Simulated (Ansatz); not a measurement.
Relaxed bulk MgO:

```xyz
2
Lattice="0.0000 2.1269 2.1269 2.1269 0.0000 2.1269 2.1269 2.1269 0.0000" Properties=species:S:1:pos:R:3 pbc="T T T"
Mg    0.0000    0.0000    0.0000
O     2.1269    2.1269    2.1269
```

Miller indices refer to the conventional cell of Fm-3m (No. 225), a = 4.254 Å, b = 4.254 Å, c = 4.254 Å, α = 90.00°, β = 90.00°, γ = 90.00°. The bulk's gap is 4.46 eV.

The (111) slab of 9 planes, 9.8 Å thick with 15 Å of vacuum as cut; outer planes Mg (top) and Mg (bottom).

Level of theory: DFT PBE, scalar-relativistic, plane waves, PAW in Ansatz 0.2.0. Settings: cutoff 420 eV, Γ-centred mesh 9×9×1 on the computed 9-atom cell, Gaussian smearing of 0.05 eV; no spin polarisation. The cell repeats along c with a dipole correction in the vacuum.

The slab isn't stoichiometric (Mg5O4), so its surface energy depends on the chemical potentials; it is given with the excess atoms taken from the element's standard state, a limit at which the compound may itself be unstable, so the figure can be too low. This cut of an insulator is polar or leaves open shells, so the slab is metallic here; real surfaces compensate by reconstruction or adsorbates.

Results for the relaxed slab:

```json
{
  "Surface energy with the excess atoms taken from the elements": "1.79 J/m²",
  "Gap of the slab on the mesh": "none (metal or semimetal)",
  "Work function": "4.25 eV"
}
```

Relaxation lowers the energy by 0.026 J/m² a face; the largest move is 0.050 Å.

```csv
plane (bottom to top),atoms,"spacing to next, bulk (Å)",relaxed (Å),change (%)
1,Mg,1.228,1.279,+4.1
2,O,1.228,1.227,-0.1
3,Mg,1.228,1.228,0.0
4,O,1.228,1.228,0.0
5,Mg,1.228,1.228,0.0
6,O,1.228,1.228,0.0
7,Mg,1.228,1.227,-0.1
8,O,1.228,1.279,+4.1
9,Mg,,,
```

Spin polarisation was left out, and a magnetic state may lie lower.